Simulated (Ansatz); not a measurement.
# Hf under changes of volume

One of the cells (23.523 Å³/atom); the others are scaled copies at fixed shape and fractional positions:

```
CELL_PARAMETERS angstrom
-1.80500 1.80500 1.80500
1.80500 -1.80500 1.80500
1.80500 1.80500 -1.80500
ATOMIC_POSITIONS crystal
Hf 0.00000 0.00000 0.00000
```

This isn't the form of Hf at room conditions, which is hcp.

```yaml
Program: Ansatz 0.2.0
Functional: PBE0
Potentials_or_basis: Ansatz PAW
Cutoff: "420 eV (not typed: the program's choice for these potentials)"
k_mesh: 6 × 6 × 6
Occupations: fermi-dirac, width 0.05 eV
Spin: no spin polarisation
```

| volume (Å³/atom) | energy over the lowest point (meV/atom) | pressure (GPa) |
| --- | --- | --- |
| 22.112 | ? | ? |
| 22.582 | 3.27 | 2.3 |
| 23.052 | 0.00 | -0.1 |
| 23.523 | 3.43 | -2.3 |
| 23.993 | 13.01 | -4.3 |
| 24.464 | 28.31 | -6.1 |
| 24.934 | 48.79 | -7.8 |

What does the run at 22.112 Å³/atom give?

Energy over the lowest point 13.97 meV/atom; pressure 5.0 GPa.

Worked out: A Birch-Murnaghan fit of order 3 (a polynomial in V^(-2/3)) to the other rows has its minimum at 23.04 Å³/atom with B0 = V·E''(V) = 112 GPa and B' = 3.0. It gives 13.80 meV/atom at 22.112 Å³/atom, against the run's 13.97, and -dE/dV = 4.9 GPa, against 5.0.

Energies are extrapolated to zero smearing.

Caveats: all runs use coarse meshes; the PAW data sets come from PBE, with cores solved anew for the run's functional, which leaves a small shift of forces and pressure; the thresholds are loose for stress.
